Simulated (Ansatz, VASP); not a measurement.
## LiH in VASP and in Ansatz

The input INCAR:

```
SYSTEM = LiH
PREC = Accurate
ENCUT = 520
EDIFF = 1E-6
ISMEAR = 0
SIGMA = 0.05
LREAL = .False.
LASPH = .True.
NELM = 80
ALGO = Normal
ISIF = 2
LWAVE = .False.
LCHARG = .True.
GGA = PS
LELF = .True.
LVHAR = .True.
NBANDS = 9
```

KPOINTS

```
regular mesh
0
Gamma
  10 10 10
  0 0 0
```

File POSCAR:

```
LiH
1.0
    0.0000000000      1.9512000000      1.9512000000
    1.9512000000      0.0000000000      1.9512000000
    1.9512000000      1.9512000000      0.0000000000
Li H
1 1
Direct
    0.0000000000      0.0000000000      0.0000000000
    0.5000000000      0.5000000000      0.5000000000
```

Input for Ansatz:

```yaml
crystal:
  lattice:
    - [0.0, 1.9512, 1.9512]
    - [1.9512, 0.0, 1.9512]
    - [1.9512, 1.9512, 0.0]
  atoms:
    - { symbol: Li, position: [0.0, 0.0, 0.0] }
    - { symbol: H, position: [0.5, 0.5, 0.5] }
basis:
  ecutwfc: 420
kpoints:
  mp_grid: { grid: [10, 10, 10] }
hamiltonian:
  xc: pbesol
scf:
  occupations: { method: gaussian, width: 0.05 }
output:
  forces: true
  stress: true
  eigenvalues: true
```

Change from the starting cell: strain -0.040 along x and y, -0.040 along z, atoms carried along.

Alike in both runs: task single point; functional PBEsol; k mesh 10 × 10 × 10; occupations gaussian, width 0.05 eV; no spin polarisation.

|  | VASP | Ansatz |
| --- | --- | --- |
| version | VASP 6.6.1 | Ansatz 0.2.0 |
| potentials or method | VASP PAW PBE potentials, release 64 (Li_sv, H) | scalar-relativistic, plane waves, PAW |
| plane-wave cutoff (eV) | 520 | 420 |
| valence electrons in the cell | 4 | 4 |

|  | VASP | Ansatz | Ansatz less VASP |
| --- | --- | --- | --- |
| gap on the k mesh at the Fermi level (eV) | 2.67 | 2.67 | 0.000 |
| least direct gap on the mesh (eV) | 2.67 | 2.67 | 0.000 |

With one functional, cell and mesh, what is left measures potentials, basis and numerics.

 A k mesh can miss the band edges.
